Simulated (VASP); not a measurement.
A run of VASP 6.6.1 is set up as follows.

Contents of INCAR:

```
  PREC = Accurate
  ENCUT = 520
  EDIFF = 1E-6
  ISMEAR = 1
  SIGMA = 0.1
  LREAL = False
  LASPH = True
  NELM = 80
  ALGO = Normal
  ISIF = 2
  LWAVE = False
  LCHARG = False
  LDIPOL = True
  IDIPOL = 3
  DIPOL = 0.5 0.5 0.500
  GGA = PE
  IVDW = 12
  IBRION = 2
  NSW = 80
  EDIFFG = -0.02
  KPAR = 4
```

Contents of KPOINTS:

```
Automatic mesh
0
Gamma
  12 12 1
```

File POSCAR:

```
TiTe2
1.0
    3.7019332300      0.0000000000      0.0000000000
   -1.8509673800      3.2059686700      0.0000000000
    0.0000000000      0.0000000000     24.8010708500
Te Ti
4 2
Direct
    0.3333330000      0.6666660000      0.3024063000
    0.6666670000      0.3333340000      0.4416774500
    0.3333330000      0.6666660000      0.5583225500
    0.6666670000      0.3333340000      0.6975937000
    0.0000000000      0.0000000000      0.3720418800
    0.0000000000      0.0000000000      0.6279581200
```

Potentials or basis: VASP PAW PBE potentials, release 64 (Te, Ti_sv).

The run is started by

```sh
$ cat potpaw_PBE.64/Te/POTCAR potpaw_PBE.64/Ti_sv/POTCAR > POTCAR
$ mpirun -np 4 vasp_std > vasp.out
```

Question: Predict the band gap on the k mesh.

Answer: None (metal or under the smearing width).

Question: What does it give for the energy gained by relaxing?

Answer: 1.7 meV/atom.

Question: What does it give for the dispersion energy per atom?

Answer: -0.434 eV.

Final structure:
```
Te Ti
1.0
     3.70193    0.00000    0.00000
    -1.85097    3.20597    0.00000
     0.00000    0.00000   24.80107
Te Ti
4 2
Direct
  0.33333 0.66667 0.29975
  0.66667 0.33333 0.44034
  0.33333 0.66667 0.55966
  0.66667 0.33333 0.70025
  0.00000 0.00000 0.37071
  0.00000 0.00000 0.62929
```

Spin-orbit coupling is left out, which matters for the levels of Te.
